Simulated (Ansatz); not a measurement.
# Band structure of MnO

```
Mn O
1.0
     3.37170    0.00000    0.00000
    -1.68585    2.91998    0.00000
     0.00000    0.00000    5.38550
Mn O
2 2
Direct
  0.33333 0.66667 0.01096
  0.66667 0.33333 0.51096
  0.33333 0.66667 0.37547
  0.66667 0.33333 0.87547
```

Atoms are numbered in the order listed.

The cell comes from COD entry 4117966, which wasn't checked; take it as a given geometry.

Semilocal functionals without U often leave such compounds metallic or with too small a gap, and the real magnetic order may differ.

Runs of this kind can end on a higher state of the open shell or of the magnetic order, so this needn't be the ground state of the method.

The calculation used DFT, PBEsol, all-electron LAPW, scalar-relativistic in Ansatz 0.2.0.

Settings: a Γ-centred 14×14×8 k mesh, Fermi–Dirac smearing of 0.05 eV, basis error target 0.5 meV/atom, spin-polarised from start moments Mn1 4, Mn2 4 μB, ending with a cell moment of 9.99 μB.

Points in fractions of the reciprocal vectors of this cell: Γ (0, 0, 0), M (0.5, 0, 0), K (0.333, 0.333, 0), A (0, 0, 0.5), L (0.5, 0, 0.5), H (0.333, 0.333, 0.5). The path joins them by straight lines in the order Γ–M–K–Γ–A–L–H–A–L; legs that retrace an earlier one aren't tabulated. Energies are in eV from the Fermi level.

Question: Is there a gap?

Answer: None at this level of theory (metallic, semimetallic, or a small gap that the functional closes).

Question: List the levels between -20 and 7 eV at the symmetry points.

Answer: 
Γ spin-up: -19.48, -7.25, -6.49, -6.30 (×2), -5.95 (×2), -3.18 (×2), -2.69, -2.63 (×2), -1.63, -1.07 (×2), 0.00 (×2), 0.06, 3.55, 5.48
Γ spin-down: -19.52, -19.00, -6.43, -5.15, -4.98 (×2), -4.77 (×2), -0.18, 0.92 (×2), 1.06, 1.71 (×2), 2.51 (×2), 3.37, 3.49 (×2), 5.00
M spin-up: -19.54, -19.37, -7.09, -7.05, -6.25, -6.12, -5.95, -5.48, -3.32, -3.03, -2.71, -2.60, -2.53, -2.47, -2.08, -1.90, -0.87, -0.73, 3.76, 4.16, 5.70
M spin-down: -19.06, -18.90, -6.23, -6.00, -5.40, -4.97, -4.89, -4.70, 0.36, 0.40, 1.21, 1.48, 1.54, 1.92, 2.00, 2.33, 2.82, 2.83, 5.41, 5.83
K spin-up: -19.42 (×2), -6.73, -6.47, -6.37 (×2), -5.92 (×2), -3.42, -3.18 (×2), -3.04, -2.45, -1.96 (×2), -1.51, -1.31 (×2), 5.37, 5.55, 5.72 (×2)
K spin-down: -18.95 (×2), -5.75, -5.55, -5.46 (×2), -5.08 (×2), 0.27, 0.64 (×2), 0.95, 1.75, 1.91, 2.33 (×2), 2.71 (×2)
A spin-up: -19.75 (×2), -7.15 (×2), -6.16 (×4), -2.85 (×4), -1.49 (×2), -0.56 (×4), 1.12 (×2)
A spin-down: -19.26 (×2), -6.04 (×2), -4.89 (×4), 1.39 (×2), 1.41 (×4), 2.91 (×4), 3.28 (×2)
L spin-up: -19.45 (×2), -7.42 (×2), -6.03 (×2), -5.85 (×2), -2.85 (×2), -2.66 (×2), -2.41 (×2), -1.32 (×2), -1.24 (×2), 3.73 (×2), 6.02 (×2)
L spin-down: -18.97 (×2), -6.46 (×2), -4.98 (×2), -4.80 (×2), 0.87 (×2), 1.49 (×2), 1.68 (×2), 2.41 (×2), 2.49 (×2), 5.62 (×2)
H spin-up: -19.41 (×2), -6.98 (×2), -6.61 (×2), -5.61 (×2), -3.24 (×2), -2.49 (×2), -2.17 (×2), -1.97 (×2), -1.17 (×2), 5.36 (×2), 6.05 (×2)
H spin-down: -18.94 (×2), -6.03 (×2), -5.66 (×2), -4.63 (×2), 0.54 (×2), 1.45 (×2), 1.92 (×2), 2.12 (×2), 2.56 (×2)
